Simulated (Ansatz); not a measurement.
**W2NS2 MXene bilayer (AA) in a perpendicular field**

What dipole does a perpendicular field induce in the W2NS2 MXene bilayer (AA)? A positive field points along +c.

Main program and level: Ansatz 0.2.0; plane-wave DFT, LDA, Ansatz PAW.

### Step 1. The structure

The cell holds 10 atoms: 4 S, 4 W and 2 N. Cell: a = 3.054 Å, b = 3.054 Å, c = 60.954 Å, α = 90.0°, β = 90.0°, γ = 120.0°. Regions: layer 1: W2NS2 MXene, 5 atoms (2 S, 2 W and 1 N); layer 2: W2NS2 MXene, 5 atoms (2 S, 2 W and 1 N). Vacuum lies along c.

### Step 2. Relaxing the slab

The starting cell is a guess, so the in-plane lattice and the atoms are relaxed first, with the slab cut off from its images along the normal.

The input, input.yaml:

```yaml
crystal:
  lattice:
    - [3.053908, 0.0, 0.0]
    - [-1.526954, 2.6447619088, 0.0]
    - [0.0, 0.0, 60.9544193926]
  atoms:
    - { symbol: S, position: [0.3333333333, 0.6666666667, 0.3773311309] }
    - { symbol: W, position: [0.6666666667, 0.3333333333, 0.4065925713], spin: 1.0 }
    - { symbol: "N", position: [0.0, 0.0, 0.4263612894] }
    - { symbol: W, position: [0.3333333333, 0.6666666667, 0.4461300075], spin: 1.0 }
    - { symbol: S, position: [0.6666666667, 0.3333333333, 0.475391448] }
    - { symbol: S, position: [0.3333333333, 0.6666666667, 0.524608552] }
    - { symbol: W, position: [0.6666666667, 0.3333333333, 0.5538699925], spin: 1.0 }
    - { symbol: "N", position: [0.0, 0.0, 0.5736387106] }
    - { symbol: W, position: [0.3333333333, 0.6666666667, 0.5934074287], spin: 1.0 }
    - { symbol: S, position: [0.6666666667, 0.3333333333, 0.6226688691] }
  periodic: [true, true, false]
magnetization:
  spin_polarized: true
kpoints:
  mp_grid: { grid: [12, 12, 1] }
hamiltonian:
  xc: lda
scf:
  occupations: { method: fermi_dirac, width: 0.05 }
  convergence: { dr2_threshold: 1.0e-09 }
relax:
  f_tol: 0.004
  max_steps: 90
  cell: {}
output:
  write_potential: true
  write_density: true
  volumetric_format: npy
```

On the command line:

```bash
> ansatz run input.yaml --threads 4 --pin off --max-ram 6144MiB --backend cpu --events-out ev --progress --plain --runs-dir out
```

Numbers of over 12 decimals in the logs are rounded to 6 here.

Log:

```text
Warning: relax.cell: scf.convergence.dr2_threshold = 1e-9 eV is looser than the 1.60585031324e-10 eV advised for a relaxation that steers and ends on the stress (1e-10 eV for each atom of the cell: 10, times the square of relax.cell.stress_2d_tol = 0.05 N/m over 25.0 Å (the atoms' height at the walk's start and 5 Å past either face), 2.004e-2 GPa, over a crystal's default 0.05). What an SCF threshold leaves in a stress goes as its square root, and in the free energy as the threshold itself, and one threshold admits the most on a small cell: [figures from the program's tests cut] Set scf.convergence.dr2_threshold to 1.60585031324e-10 eV or tighter. [rest of the remark cut]
Engine: ansatz 0.2.0, x86_64-unknown-linux-gnu
Pseudopotentials: kind: paw
Pseudopotential: S, paw, valence charge 6, recommended cutoff 420 eV (normal), S.paw.azcp
Pseudopotential: W, paw, valence charge 14, recommended cutoff 420 eV (normal), W.paw.azcp
Pseudopotential: N, paw, valence charge 5, recommended cutoff 420 eV (normal), N.paw.azcp
Functional definition: SPW92
  exchange = slater_x
  correlation = pw_c
Crystal: 10 atoms, lattice volume = 492.320 Å³
Basis set: ecut = 420 eV, 9539 PW (Γ)
Bands: 57, of which v1, the nominal top of the filled ones, is band 45 counted from 1 (44 counted from 0)
Symmetry: 12 space group operations
Space group: P-3m1 (ITA 164), of the structure as read, at distance tolerance 7.9e-5 Å
Magnetic group: BNS 164.85 (UNI 1315), of the structure as read, at distance tolerance 7.9e-5 Å
k-points: 19 of 144
Non-local potential: S, projectors of the file, l = 0: 2, l = 1: 2, l = 2: 2
Non-local potential: W, projectors of the file, l = 0: 3, l = 1: 2, l = 2: 2, l = 3: 1
Non-local potential: N, projectors of the file, l = 0: 2, l = 1: 2, l = 2: 1
PAW form: soft (Blöchl's): semilocal exchange-correlation on the pseudo side does not see the compensation charge
PAW frozen core: S, regenerated for the run's functional, and the local potential with it (the file was generated under x = pbe(κ = 0.804, μ = 0.219515), c = pbe(β = 0.066725))
PAW frozen core: W, regenerated for the run's functional, and the local potential with it (the file was generated under x = pbe(κ = 0.804, μ = 0.219515), c = pbe(β = 0.066725))
PAW frozen core: N, regenerated for the run's functional, and the local potential with it (the file was generated under x = pbe(κ = 0.804, μ = 0.219515), c = pbe(β = 0.066725))
PAW one-centre angular grid: S, 110 points (default); XC on 64 Gauss nodes
PAW one-centre angular grid: W, 590 points (default); XC on 64 Gauss nodes
PAW one-centre angular grid: N, 110 points (default); XC on 64 Gauss nodes
Initial density: superposition of atomic densities (neutral atoms: chi_scale 0, normalization atom)
Starting moments: Σ|m| = 4 μB on 4 of 10 sites
Initial wavefunctions: pseudopotential atomic-orbital guess
Functional: x = slater, c = lda
SCF iter   1: F=—  HF=-44750.863381 eV  |F-HF|=—  |Δ(HF+E_count)|=         —  Δρ=2.72e-2 (↑2.72e-2 ↓2.19e-2)  dr2=1.44e1  dr2_m=2.12e-1  M=1.866 μB ∫|m|=2.088 μB  β_m=0.30  ethr=3.10e-3  ⟨swp⟩=13.1  Hψ=14894  notcnv=0  defer=5
Mixer restart at iter 1: flushing history
preconditioner: auto → LDOS  [metal: Δε(μ)=0.046 eV  Ē_g=9.212 eV  σ=0.050 eV  W_gap=0.22  n_scr=38 (ndim 8)  ℏωp=12.7 eV  f_vac=0.694  D(μ)=5.76/eV (n_scr^D=28)]
spin=Collinear: LDOS preconditioning applied to the charge; magnetization (m = ρ↑ − ρ↓) channel mixes plain (no charge-response kernel on spin).
SCF iter   2: F=—  HF=-44749.080652 eV  |F-HF|=—  |Δ(HF+E_count)|=    1.78e0  Δρ=1.98e-2 (↑1.98e-2 ↓1.60e-2)  dr2=7.82e0  dr2_m=1.31e-1  M=1.652 μB ∫|m|=1.848 μB  β_m=0.60  ethr=3.10e-3  ⟨swp⟩=3.6  Hψ=4611  notcnv=0  defer=108
SCF iter   3: F=—  HF=-44747.547413 eV  |F-HF|=—  |Δ(HF+E_count)|=    1.53e0  Δρ=3.65e-3 (↑3.65e-3 ↓3.51e-3)  dr2=3.24e-1  dr2_m=2.66e-2  M=0.848 μB ∫|m|=0.967 μB  β_m=0.59  ethr=3.10e-3  ⟨swp⟩=3.9  Hψ=4860  notcnv=0  defer=108
SCF iter   4: F=—  HF=-44747.610541 eV  |F-HF|=—  |Δ(HF+E_count)|=   6.31e-2  Δρ=2.23e-3 (↑1.81e-3 ↓2.23e-3)  dr2=3.04e-2  dr2_m=1.23e-2  M=0.567 μB ∫|m|=0.659 μB  β_m=0.79  ethr=3.60e-4  ⟨swp⟩=3.8  Hψ=5455  notcnv=0  defer=92
SCF iter   5: F=—  HF=-44747.673150 eV  |F-HF|=—  |Δ(HF+E_count)|=         —  Δρ=1.91e-3 (↑1.91e-3 ↓1.49e-3)  dr2=5.84e-3  dr2_m=1.17e-2  M=0.063 μB ∫|m|=0.100 μB  β_m=0.79  ethr=3.38e-5  ⟨swp⟩=3.3  Hψ=5514  notcnv=0  defer=88
SCF iter   6: F=—  HF=-44747.667609 eV  |F-HF|=—  |Δ(HF+E_count)|=   5.54e-3  Δρ=4.54e-4 (↑3.56e-4 ↓4.54e-4)  dr2=5.41e-4  dr2_m=6.92e-4  M=0.016 μB ∫|m|=0.031 μB  β_m=0.87  ethr=6.49e-6  ⟨swp⟩=3.2  Hψ=5261  notcnv=0  defer=88
SCF iter   7: F=—  HF=-44747.667498 eV  |F-HF|=—  |Δ(HF+E_count)|=   1.11e-4  Δρ=1.57e-4 (↑1.57e-4 ↓1.15e-4)  dr2=3.30e-4  dr2_m=4.07e-5  M=0.004 μB ∫|m|=0.009 μB  β_m=0.76  ethr=6.01e-7  ⟨swp⟩=3.3  Hψ=5035  notcnv=0  defer=88
SCF iter   8: F=—  HF=-44747.667411 eV  |F-HF|=—  |Δ(HF+E_count)|=   8.70e-5  Δρ=3.39e-5 (↑3.39e-5 ↓2.69e-5)  dr2=8.11e-6  dr2_m=2.95e-6  M=0.001 μB ∫|m|=0.003 μB  β_m=0.72  ethr=3.67e-7  ⟨swp⟩=3.5  Hψ=5122  notcnv=0  defer=88
SCF iter   9: F=—  HF=-44747.667411 eV  |F-HF|=—  |Δ(HF+E_count)|=   6.37e-7  Δρ=1.02e-5 (↑9.63e-6 ↓1.02e-5)  dr2=2.76e-7  dr2_m=3.79e-7  M=0.000 μB ∫|m|=0.001 μB  β_m=0.84  ethr=9.02e-9  ⟨swp⟩=3.5  Hψ=5236  notcnv=0  defer=88
SCF iter  10: F=—  HF=-44747.667412 eV  |F-HF|=—  |Δ(HF+E_count)|=   3.57e-7  Δρ=2.88e-6 (↑2.37e-6 ↓2.88e-6)  dr2=4.32e-8  dr2_m=2.05e-8  M=-0.000 μB ∫|m|=0.000 μB  β_m=0.79  ethr=3.07e-10  ⟨swp⟩=3.9  Hψ=5662  notcnv=0  defer=88
SCF iter  11: F=—  HF=-44747.667412 eV  |F-HF|=—  |Δ(HF+E_count)|=   1.29e-8  Δρ=8.25e-7 (↑7.64e-7 ↓8.25e-7)  dr2=4.61e-9  dr2_m=1.83e-9  M=-0.000 μB ∫|m|=0.000 μB  β_m=0.84  ethr=4.81e-11  ⟨swp⟩=3.3  Hψ=5032  notcnv=0  defer=88
SCF iter  12: F=—  HF=-44747.667412 eV  |F-HF|=—  |Δ(HF+E_count)|=  7.13e-10  Δρ=2.77e-7 (↑2.77e-7 ↓1.94e-7)  dr2=9.28e-10  dr2_m=1.48e-10  M=-0.000 μB ∫|m|=0.000 μB  β_m=0.77  ethr=5.12e-12  ⟨swp⟩=3.5  Hψ=5336  notcnv=0  defer=88
iter 13 did not close the SCF: its close was put off for the exchange–correlation potential of the local minority spin (scf_convergence_deferred on its scf_iter line)
SCF iter  13: F=-44747.667412 eV  HF=-44747.667412 eV  |F-HF|=6.48e-10  |Δ(HF+E_count)|=  6.55e-11  Δρ=6.51e-8 (↑6.24e-8 ↓6.51e-8)  dr2=3.66e-11  dr2_m=1.46e-11  M=-0.000 μB ∫|m|=0.000 μB  β_m=0.84  ethr=1.03e-12  ⟨swp⟩=9.9  Hψ=19178  notcnv=0
[...]
relax step  11: F+E_penalty+E_count = -44748.95739029 eV  Δ(F+E_penalty+E_count) = -1.793e-4 eV  max|allowed force component| = 2.853e-4 eV/Å  Δτ_max = 0.0029 Å  P = -0.000 N/m  Ω = 464.318 Å³  energy of the carried Pulay correction = +1.444e-4 eV  fix = [c, alpha, beta]  reactions: c -0.000 N/m  (7 SCF iters, accepted)
iter 1 solved again at ethr=3.56e-7 eV; its pass at ethr=3.10e-3 eV (dr2=3.20e-4 eV) is discarded
SCF iter   1: F=—  HF=-44748.956872 eV  |F-HF|=—  |Δ(HF+E_count)|=         —  Δρ=1.13e-6 (↑1.12e-6 ↓1.13e-6)  dr2=7.60e-9  dr2_m=2.35e-12  M=0.000 μB ∫|m|=0.000 μB  β_m=0.65  ethr=3.56e-7  ⟨swp⟩=7.5  Hψ=27437  notcnv=0
eigensolver tolerance schedule: the retry pair's looser diagonalisation over-reported the residual by 42134.19 of it (diagonalisation noise at an unbounded share of the residual, at the tolerance the schedule requests for it); recorded, not acted on — ethr = c·dr2/N_el stays at c = 1.0e-1
preconditioner: auto → LDOS  [metal: Δε(μ)=0.005 eV  Ē_g=8.860 eV  σ=0.050 eV  W_gap=0.02  n_scr=34 (ndim 8)  ℏωp=13.1 eV  f_vac=0.692  D(μ)=4.93/eV (n_scr^D=26)]
spin=Collinear: LDOS preconditioning applied to the charge; magnetization (m = ρ↑ − ρ↓) channel mixes plain (no charge-response kernel on spin).
SCF iter   2: F=—  HF=-44748.957242 eV  |F-HF|=—  |Δ(HF+E_count)|=   3.70e-4  Δρ=6.15e-7 (↑6.15e-7 ↓6.11e-7)  dr2=4.74e-9  dr2_m=4.89e-13  M=0.000 μB ∫|m|=0.000 μB  β_m=0.39  ethr=8.44e-12  ⟨swp⟩=8.6  Hψ=12315  notcnv=0
SCF iter   3: F=—  HF=-44748.957242 eV  |F-HF|=—  |Δ(HF+E_count)|=   1.02e-9  Δρ=4.31e-7 (↑4.31e-7 ↓4.27e-7)  dr2=1.11e-9  dr2_m=4.63e-13  M=0.000 μB ∫|m|=0.000 μB  β_m=0.69  ethr=5.26e-12  ⟨swp⟩=3.1  Hψ=3963  notcnv=0
SCF iter   4: F=-44748.957242 eV  HF=-44748.957242 eV  |F-HF|=2.76e-10  |Δ(HF+E_count)|=  4.66e-10  Δρ=1.46e-7 (↑1.45e-7 ↓1.46e-7)  dr2=1.75e-10  dr2_m=2.33e-14  M=0.000 μB ∫|m|=0.000 μB  ethr=1.11e-12  ⟨swp⟩=16.9  Hψ=22033  notcnv=0
the starting moments were not kept: the SCF closed with an absolute magnetisation of 2.7e-7 μB, where they sum to 4 μB in size (4 sites). That is at most 0.1 of that sum. Measured as dr2_m measures the in/out step, that magnetisation stands 3.3e-15 eV from none, at or under the dr2_threshold of 1.0e-9 eV: it is no larger than a step whose dr2_m would equal this threshold.
SCF 12 converged in 4 iterations: F = -44748.957242 eV  dr2 = 1.75e-10
relax step  12: F+E_penalty+E_count = -44748.95724162 eV  Δ(F+E_penalty+E_count) = +1.487e-4 eV  max|allowed force component| = 2.875e-4 eV/Å  Δτ_max = 0.0000 Å  P = -0.002 N/m  Ω = 464.318 Å³  fix = [c, alpha, beta]  reactions: c -0.000 N/m  stress off target by 2.24e-3 N/m on what of the cell is left free  SCF on the basis re-selected at this cell (its energy is not comparable with the rows above)  (4 SCF iters)
basis re-selected at this cell: Δ(F+E_penalty+E_count) = +1.487e-4 eV, ΔP = -0.002 N/m vs the last step (what re-selecting the basis moved, of the pressure what is left beyond the Pulay correction that the steps carried, after the strain that the cell walked since its last selection, with what the two solves' SCF thresholds leave and, on support functions, any second-order correction that the steps lacked; it is no m [...]
WARN: The output density's exchange-correlation potential varies sharply where the density is thin. Do not read a vacuum level from v_tot or v_xc, or from such a field of the output density. On a cell that repeats whose density bears no net charge and no dipole along the vacuum's axis use v_es (v_loc + v_h of the components); under efield.dipole_correction with no amplitude use v_es + v_field, which holds any externa [...]
SCF converged after 4 iterations
Magnetization: 0.0000 μB (45.0000 up, 45.0000 down)
Absolute magnetization: 0.0000 μB (∫|ρ↑−ρ↓|, with the PAW one-centre terms)
Spin contamination: 0.0000 ħ² per cell (⟨S²⟩ above its minimum at these occupations)
Per-site moments (μB) at R_I (Å): [(-1.7862262534768963e-8, 0.979261), (3.209700507516944e-8, 0.910503), (1.0119727032864102e-8, 0.907816), (2.0608497227158905e-8, 0.907816), (-7.69954139859208e-9, 0.979911), (-7.699541340655992e-9, 0.979911), (2.0608497186779865e-8, 0.907816), (1.0119727026636287e-8, 0.907816), (3.2097005065299336e-8, 0.910503), (-1.7862262563590238e-8, 0.979261)]
Free energy (F): -44748.957242 eV
Harris-Foulkes:  -44748.957242 eV  (|F-HF|=2.76e-10)
Internal energy: -44748.916611 eV  (E = F + TS)
E sigma→0 (E₀):  -44748.936926 eV
Entropy (-TS):   -0.040630 eV (-4.063 meV/atom)
Fermi energy:    -5.203209 eV
--- Per-component energies (eV) ---
  E_band       = -2386.536641
  E_kinetic    = 2514.973577
  E_local      = -922376.740658  (includes V_loc(G=0)·N_el)
  E_nonlocal   = 238.632488
  E_hartree    = 459644.715559
  E_xc         = -1571.551219
  E_vxc        = -1468.252556  (∫ρ·V_xc dr)
  E_paw        = -35750.996870  (= ΣΔE_a)
  E_vpaw       = -584.580604  (= ΣTr[D̂ρ^β])
  E_aug_tail   = -0.000069  (compensation charges beyond the density's cutoff)
  E_ewald      = 452550.145091
  E_core_change = 1.905490  (= ΣΔE_core)
  E_smearing   = -0.040630  (= −TS)
  E_closure    = -0.000000  (closes the sum)
  Σ components = -44748.957242   (vs F -44748.957242, Δ=0.00e0)
--- Forces (eV/Å), atoms counted from 1 ---
  atom   1  S     -0.00000000    -0.00000000    -0.00028472
  atom   2  W      0.00000000     0.00000000     0.00002671
  atom   3  N      0.00000000     0.00000000    -0.00007248
  atom   4  W     -0.00000000    -0.00000000    -0.00028754
  atom   5  S      0.00000000     0.00000000    -0.00018803
  atom   6  S     -0.00000000    -0.00000000     0.00018803
  atom   7  W      0.00000000     0.00000000     0.00028754
  atom   8  N     -0.00000000    -0.00000000     0.00007248
  atom   9  W     -0.00000000    -0.00000000    -0.00002671
  atom  10  S      0.00000000     0.00000000     0.00028472
  max |Σ_I F_I| component: 4.63e-17 eV/Å
--- 2D stress c σ (N/m, compression-positive) ---
       -0.002236       0.000000      -0.000000
        0.000000      -0.002236       0.000000
       -0.000000       0.000000      -0.000000
  P = ½ c Tr σ = -0.0022 N/m
--- Band table (eV; the first three rows and the last of 38) ---
  k-point 0 ↑: bands = [... 41 lower, -5.9875, -5.8854, -5.8854, -5.8744, -5.8744, -5.8438, -5.5912, -5.0549, ... 8 higher]
  k-point 1 ↑: bands = [... 41 lower, -6.7370, -5.7073, -5.5767, -5.5074, -5.4074, -5.2008, -5.1740, -5.0759, ... 8 higher]
  k-point 2 ↑: bands = [... 41 lower, -7.0189, -6.3731, -6.1103, -5.4752, -5.3810, -5.3235, -5.3042, -4.4917, ... 8 higher]
  k-point 18 ↓: bands = [... 41 lower, -5.3854, -4.9734, -4.9734, -4.9146, -4.9146, -4.4944, -4.1887, -3.4987, ... 8 higher]
  the weakly bound empty levels are not read free of the cell's end (no_gap_told)
--- Relaxed structure (10 steps of the walk, 9 accepted, 2 SCFs on fresh bases) ---
  F+E_penalty+E_count = -44748.95724162 eV   max|allowed force component| = 2.875e-4 eV/Å   (the final SCF, on the basis selected at the relaxed cell)
  cell:  # Å, volume = 464.3176 Å³
    - [2.965785, 0.0, 0]
    - [-1.482893, 2.568445, 0]
    - [0, 0, 60.9544193926]
  atoms:
    - { symbol: S, position: [0.333333, 0.666667, 0.375552] }
    - { symbol: W, position: [0.666667, 0.333333, 0.402529] }
    - { symbol: N, position: [-2.5115126161887695e-18, 0, 0.425380] }
    - { symbol: W, position: [0.333333, 0.666667, 0.448061] }
    - { symbol: S, position: [0.666667, 0.333333, 0.475075] }
    - { symbol: S, position: [0.333333, 0.666667, 0.524925] }
    - { symbol: W, position: [0.666667, 0.333333, 0.551939] }
    - { symbol: N, position: [2.5115126161887664e-18, 0, 0.574620] }
    - { symbol: W, position: [0.333333, 0.666667, 0.597471] }
    - { symbol: S, position: [0.666667, 0.333333, 0.624448] }
```

Wall time 3.5 min (4 threads of Intel Xeon Platinum 8488C (Sapphire Rapids), shared host); peak memory 1.5 GiB.

The steps of the relaxation:

```
step  energy less that of the first step (eV)  largest force component (eV/Å)  volume (Å³)
   1                                   0.0000                          3.0263       492.32
   2                                  -0.9517                          0.8502       489.97
   3                                  -1.1940                          0.2013       485.31
   4                                  -1.1675                          0.7540       455.36
   5                                  -1.2810                          0.1298       470.94
   6                                  -1.2960                          0.0558       465.56
   7                                  -1.2976                          0.0180       464.70
   8                                  -1.2977                          0.0078       464.67
   9                                  -1.2976                          0.0007       464.69
 10*                                  -1.2898                          0.0008       464.69
  11                                  -1.2900                          0.0003       464.32
 12*                                  -1.2898                          0.0003       464.32
```

Relaxation steps marked * repeat the geometry before them on a plane-wave basis chosen anew for their cell, so energy and pressure can jump there. Relaxation step 4 was tried and not accepted.

Forces are held to the 12 operations that the run works with; a distortion that breaks them can't arise in this run.

| cell as run | before | after | change |
| --- | --- | --- | --- |
| a (Å) | 3.054 | 2.966 | -2.9 % |
| b (Å) | 3.054 | 2.966 | -2.9 % |

The atoms that moved most (Å, along periodic axes as changes of fractional coordinates times the final cell, across vacuum about the mean position):

| atom | dx | dy | dz | length |
| --- | --- | --- | --- | --- |
| W2 | 0.000 | 0.000 | -0.248 | 0.248 |
| W9 | 0.000 | 0.000 | 0.248 | 0.248 |
| W7 | 0.000 | 0.000 | -0.118 | 0.118 |
| W4 | 0.000 | 0.000 | 0.118 | 0.118 |
| S1 | 0.000 | 0.000 | -0.108 | 0.108 |
| S10 | 0.000 | 0.000 | 0.108 | 0.108 |
| N8 | 0.000 | 0.000 | 0.060 | 0.060 |
| N3 | 0.000 | 0.000 | -0.060 | 0.060 |

This step gave:

```
energy at zero smearing : -44748.9369 eV
```

The lattice constant a goes from 3.054 to 2.966 Å.

(Part 1 of 3 ends here.)

[Logs are printed without paths, hosts, clocks, repeated set-up lines and the standing remarks that a program may print on its own settings, such as how far it seeks lower states.]

[Hosts, paths, dates, database ids (printed as entryN), source tags and the programs' standing remarks are cut or masked in the printed files.]

[Maps of the electrostatic potential energy from Ansatz leave out the sawtooth potential of an applied field or a dipole correction, so their vacuum need not be flat; planar profiles and work functions include it.]
